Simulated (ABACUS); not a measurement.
# NiO (Fm-3m) in ABACUS: settings compared, part 2 of 2

ABACUS 3.10.1.

## (4) Band structure, PBE, collinear spin, ferromagnetic start

File INPUT:

```
INPUT_PARAMETERS
suffix              NiO
calculation         nscf
basis_type          pw
pseudo_dir          ./
symmetry            -1
dft_functional      pbe
ecutwfc             98.0
pseudo_rcut         10
nspin               2
nbands              23
ks_solver           dav
smearing_method     fd
smearing_sigma      0.00367493
scf_thr             1e-08
scf_nmax            100
mixing_type         broyden
mixing_beta         0.4
init_chg            file
pw_diag_thr         1e-07
out_band            1
kpar                4
```

File STRU:

```
ATOMIC_SPECIES
Ni 58.6934 Ni.upf
O 15.9990 O.upf

LATTICE_CONSTANT
1.8897261246

LATTICE_VECTORS
0.0000000000 2.0859016414 2.0859016414
2.0859016414 0.0000000000 2.0859016414
2.0859016414 2.0859016414 0.0000000000

ATOMIC_POSITIONS
Direct

Ni
0.0
1
0.0000000000 0.0000000000 0.0000000000 1 1 1 mag 1

O
0.0
1
0.5000000000 0.5000000000 0.5000000000 1 1 1 mag 0
```

File KPT:

```
K_POINTS
12
Line
0.00000000 0.00000000 0.00000000 10 // G
0.50000000 0.00000000 0.50000000 10 // X
0.50000000 0.25000000 0.75000000 10 // W
0.37500000 0.37500000 0.75000000 10 // K
0.00000000 0.00000000 0.00000000 10 // G
0.50000000 0.50000000 0.50000000 10 // L
0.62500000 0.25000000 0.62500000 10 // U
0.50000000 0.25000000 0.75000000 10 // W
0.50000000 0.50000000 0.50000000 10 // L
0.37500000 0.37500000 0.75000000 1 // K
0.62500000 0.25000000 0.62500000 10 // U
0.50000000 0.00000000 0.50000000 1 // X
```

Potentials or basis: PseudoDojo NC SR 0.4.1 PBE standard, plane waves.

Launch:

```sh
$ OMP_NUM_THREADS=1 mpirun -np 4 abacus > log
```

It took 8.7 s on 4 MPI ranks of Intel Xeon 6975P-C (Granite Rapids), shared host; peak memory 0.44 GiB.

Levels at the corners of the path, in eV from the Fermi level:
Spin up:
| point | band 9 | band 10 | band 11 | band 12 | band 13 | band 14 | band 15 | band 16 | band 17 | band 18 |
| --- | --- | --- | --- | --- | --- | --- | --- | --- | --- | --- |
| Γ | -3.02 | -3.02 | -2.70 | -2.70 | -2.70 | 1.58 | 17.87 | 18.88 | 18.88 | 18.88 |
| X | -3.57 | -3.02 | -2.45 | -1.70 | -1.70 | 6.17 | 10.57 | 12.21 | 16.63 | 16.63 |
| W | -2.59 | -1.95 | -1.95 | -1.70 | -1.40 | 8.50 | 10.67 | 10.67 | 13.46 | 22.11 |
| K | -2.71 | -1.99 | -1.82 | -1.58 | -1.32 | 7.82 | 10.31 | 10.51 | 15.84 | 18.58 |
| Γ | -3.02 | -3.02 | -2.70 | -2.70 | -2.70 | 1.58 | 17.87 | 18.88 | 18.88 | 18.88 |
| L | -2.03 | -2.03 | -1.47 | 0.17 | 0.17 | 5.62 | 9.98 | 14.05 | 14.05 | 21.31 |
| U | -2.71 | -1.99 | -1.82 | -1.58 | -1.32 | 7.82 | 10.31 | 10.51 | 15.84 | 18.58 |
| W | -2.59 | -1.95 | -1.95 | -1.70 | -1.40 | 8.50 | 10.67 | 10.67 | 13.46 | 22.11 |
| L | -2.03 | -2.03 | -1.47 | 0.17 | 0.17 | 5.62 | 9.98 | 14.05 | 14.05 | 21.31 |
| K | -2.71 | -1.99 | -1.82 | -1.58 | -1.32 | 7.82 | 10.31 | 10.51 | 15.84 | 18.58 |
| U | -2.71 | -1.99 | -1.82 | -1.58 | -1.32 | 7.82 | 10.31 | 10.51 | 15.84 | 18.58 |
| X | -3.57 | -3.02 | -2.45 | -1.70 | -1.70 | 6.17 | 10.57 | 12.21 | 16.63 | 16.63 |
Spin down:
| point | band 8 | band 9 | band 10 | band 11 | band 12 | band 13 | band 14 | band 15 |
| --- | --- | --- | --- | --- | --- | --- | --- | --- |
| Γ | -2.45 | -1.79 | -1.79 | -1.79 | -0.53 | -0.53 | 1.92 | 17.78 |
| X | -3.82 | -2.79 | -0.69 | -0.69 | -0.09 | 0.45 | 6.58 | 10.96 |
| W | -5.14 | -1.03 | -1.03 | -0.69 | 0.32 | 1.06 | 9.03 | 11.01 |
| K | -4.37 | -1.60 | -0.83 | -0.60 | 0.58 | 1.08 | 8.23 | 10.66 |
| Γ | -2.45 | -1.79 | -1.79 | -1.79 | -0.53 | -0.53 | 1.92 | 17.78 |
| L | -4.77 | -0.89 | -0.89 | -0.51 | 2.31 | 2.31 | 5.78 | 10.53 |
| U | -4.37 | -1.60 | -0.83 | -0.60 | 0.58 | 1.08 | 8.23 | 10.66 |
| W | -5.14 | -1.03 | -1.03 | -0.69 | 0.32 | 1.06 | 9.03 | 11.01 |
| L | -4.77 | -0.89 | -0.89 | -0.51 | 2.31 | 2.31 | 5.78 | 10.53 |
| K | -4.37 | -1.60 | -0.83 | -0.60 | 0.58 | 1.08 | 8.23 | 10.66 |
| U | -4.37 | -1.60 | -0.83 | -0.60 | 0.58 | 1.08 | 8.23 | 10.66 |
| X | -3.82 | -2.79 | -0.69 | -0.69 | -0.09 | 0.45 | 6.58 | 10.96 |

Caveat: the density is read from an earlier self-consistent run, whose mesh may be coarse.

## (5) Equation of state, PBE, collinear spin, ferromagnetic start, 8.53 Å³/atom (volume scaled by 0.94)

File run_abacus.py:

```python
"""ABACUS run from a structure file: ASE reads it, the script writes STRU, KPT and INPUT."""
import re
import subprocess
from ase.io import read
from ase.units import Bohr

atoms = read("NiO.cif")
atoms = atoms[(-atoms.numbers).argsort(kind="stable")]  # ABACUS lists atoms element by element
pseudo = {'Ni': 'Ni.upf', 'O': 'O.upf'}
orbital = {}
magmoms = [1.0, 0.0]
kmesh = [9, 9, 9]
params = {
    'suffix': 'NiO',
    'calculation': 'scf',
    'basis_type': 'pw',
    'pseudo_dir': './',
    'symmetry': 1,
    'dft_functional': 'pbe',
    'ecutwfc': 98,
    'pseudo_rcut': 10,
    'nspin': 2,
    'nbands': 17,
    'ks_solver': 'dav',
    'smearing_method': 'fd',
    'smearing_sigma': 0.00367493,
    'scf_thr': 1e-08,
    'scf_nmax': 100,
    'mixing_type': 'broyden',
    'mixing_beta': 0.4,
    'cal_force': 1,
    'cal_stress': 1,
    'kpar': 4,
}

symbols = atoms.get_chemical_symbols()
elements = list(dict.fromkeys(symbols))
lines = ["ATOMIC_SPECIES"] + [f"{e} {atoms.get_masses()[symbols.index(e)]:.4f} {pseudo[e]}" for e in elements]
if orbital:
    lines += ["", "NUMERICAL_ORBITAL"] + [orbital[e] for e in elements]
lines += ["", "LATTICE_CONSTANT", f"{1 / Bohr:.10f}", "", "LATTICE_VECTORS"]
lines += [" ".join(f"{x:.10f}" for x in v) for v in atoms.cell]
lines += ["", "ATOMIC_POSITIONS", "Direct"]
for e in elements:
    lines += ["", e, "0.0", str(symbols.count(e))]
    for i, p in enumerate(atoms.get_scaled_positions(wrap=False)):
        if symbols[i] == e:
            mag = "" if magmoms is None else " mag " + " ".join(str(x) for x in (magmoms[i] if isinstance(magmoms[i], list) else [magmoms[i]]))
            lines.append(" ".join(f"{x:.10f}" for x in p) + " 1 1 1" + mag)
open("STRU", "w").write("\n".join(lines) + "\n")
open("KPT", "w").write("K_POINTS\n0\nGamma\n%d %d %d 0 0 0\n" % tuple(kmesh))
open("INPUT", "w").write("INPUT_PARAMETERS\n" + "".join(f"{k:<20s}{v}\n" for k, v in params.items()))

done = subprocess.run(['mpirun', '-np', '4', 'abacus'])
if done.returncode:
    raise SystemExit(done.returncode)
log = open("OUT.NiO/running_scf.log").read()
print("final energy (eV):", re.findall(r"FINAL_ETOT_IS (\S+)", log))
```

File NiO.cif:

```cif
data_NiO
_cell_length_a 2.88969124
_cell_length_b 2.88969124
_cell_length_c 2.88969124
_cell_angle_alpha 60.00000000
_cell_angle_beta 60.00000000
_cell_angle_gamma 60.00000000
_space_group_name_H-M_alt 'P1'
_space_group_name_Hall 'P 1'
_space_group_IT_number 1
loop_
_space_group_symop_operation_xyz
'x,y,z'
loop_
_atom_site_label
_atom_site_type_symbol
_atom_site_symmetry_multiplicity
_atom_site_Wyckoff_symbol
_atom_site_fract_x
_atom_site_fract_y
_atom_site_fract_z
_atom_site_occupancy
Ni1 Ni 1 a 0.0000000000 0.0000000000 0.0000000000 1
O1 O 1 a 0.5000000000 0.5000000000 0.5000000000 1
```

Launch:

```sh
$ OMP_NUM_THREADS=1 python run_abacus.py > log
```

It took 11 s on 4 MPI ranks of Intel Xeon 6975P-C (Granite Rapids), shared host; peak memory 0.36 GiB.

Results (log left out):

| Quantity | Value |
| --- | --- |
| Free energy | -5014.5858 eV |
| Pressure | 20.0 GPa |
| Band gap on the k mesh | none (metal or under the smearing width) |
| Net moment | 1.71 μB per cell |
| Absolute moment | 1.72 μB per cell |

Caveat: a cell with one magnetic atom can't hold antiferromagnetic order, which such compounds often take; semilocal functionals often make such compounds metallic where correlation or magnetic order opens a gap, which also shifts bond lengths.

## (6) Equation of state, PBE, collinear spin, ferromagnetic start, 8.89 Å³/atom (volume scaled by 0.98)

run_abacus.py is that of step 5.

NiO.cif, as its differences from that of step 5:

```diff
@@ -1,5 +1,5 @@
 data_NiO
-_cell_length_a 2.88969124
-_cell_length_b 2.88969124
-_cell_length_c 2.88969124
+_cell_length_a 2.93011174
+_cell_length_b 2.93011174
+_cell_length_c 2.93011174
 _cell_angle_alpha 60.00000000
```

Potentials or basis: PseudoDojo NC SR 0.4.1 PBE standard, plane waves.

Launch:

```sh
$ OMP_NUM_THREADS=1 python run_abacus.py > log
```

Wall time 9.8 s (4 MPI ranks of Intel Xeon 6975P-C (Granite Rapids), shared host); peak memory 0.36 GiB.

It converged, with:

```yaml
Free_energy: -5014.6535 eV
Pressure: 10.2 GPa
Band_gap_on_the_k_mesh: none (metal or under the smearing width)
Net_moment: 1.79 μB per cell
Absolute_moment: 1.80 μB per cell
```

Caveat: a cell with one magnetic atom can't hold antiferromagnetic order, which such compounds often take; semilocal functionals often make such compounds metallic where correlation or magnetic order opens a gap, which also shifts bond lengths.

## (7) Equation of state, PBE, collinear spin, ferromagnetic start, 9.26 Å³/atom (volume scaled by 1.02)

run_abacus.py is that of step 6.

NiO.cif, as its differences from that of step 6:

```diff
@@ -1,5 +1,5 @@
 data_NiO
-_cell_length_a 2.93011174
-_cell_length_b 2.93011174
-_cell_length_c 2.93011174
+_cell_length_a 2.96944679
+_cell_length_b 2.96944679
+_cell_length_c 2.96944679
 _cell_angle_alpha 60.00000000
```

Launch:

```sh
$ OMP_NUM_THREADS=1 python run_abacus.py > log
```

It took 11 s on 4 MPI ranks of Intel Xeon 6975P-C (Granite Rapids), shared host; peak memory 0.36 GiB.

It converged, with:

| Item | Value |
| --- | --- |
| Free energy | -5014.6817 eV |
| Pressure | 2.4 GPa |
| Band gap on the k mesh | none (metal or under the smearing width) |
| Net moment | 1.87 μB per cell |
| Absolute moment | 1.88 μB per cell |

Caveat: a cell with one magnetic atom can't hold antiferromagnetic order, which such compounds often take; semilocal functionals often make such compounds metallic where correlation or magnetic order opens a gap, which also shifts bond lengths.

## (8) Equation of state, PBE, collinear spin, ferromagnetic start, 9.62 Å³/atom (volume scaled by 1.06)

run_abacus.py is that of step 7.

NiO.cif, as its differences from that of step 7:

```diff
@@ -1,5 +1,5 @@
 data_NiO
-_cell_length_a 2.96944679
-_cell_length_b 2.96944679
-_cell_length_c 2.96944679
+_cell_length_a 3.00776646
+_cell_length_b 3.00776646
+_cell_length_c 3.00776646
 _cell_angle_alpha 60.00000000
```

Launch:

```sh
$ OMP_NUM_THREADS=1 python run_abacus.py > log
```

It took 11 s on 4 MPI ranks of Intel Xeon 6975P-C (Granite Rapids), shared host; peak memory 0.36 GiB.

It converged, with:

* Free energy: -5014.6772 eV
* Pressure: -4.2 GPa
* Band gap on the k mesh: none (metal or under the smearing width)
* Net moment: 1.92 μB per cell
* Absolute moment: 1.93 μB per cell

Caveat: a cell with one magnetic atom can't hold antiferromagnetic order, which such compounds often take; semilocal functionals often make such compounds metallic where correlation or magnetic order opens a gap, which also shifts bond lengths.

## (9) Equation of state, PBE, collinear spin, ferromagnetic start

Potentials or basis: PseudoDojo NC SR 0.4.1 PBE standard, plane waves.

No new run: the results of the series are fitted here.

Results:

| Property | Result |
| --- | --- |
| Equilibrium volume | 9.38 Å³/atom |
| Bulk modulus | 174 GPa |
| Pressure derivative of the bulk modulus | 3.8 (rough: it moves with the points fitted) |

Energy against volume, from the lowest point:
```tsv
volume (Å³/atom)	energy (meV/atom)
8.531	47.96
8.894	14.11
9.257	0.00
9.620	2.24
```
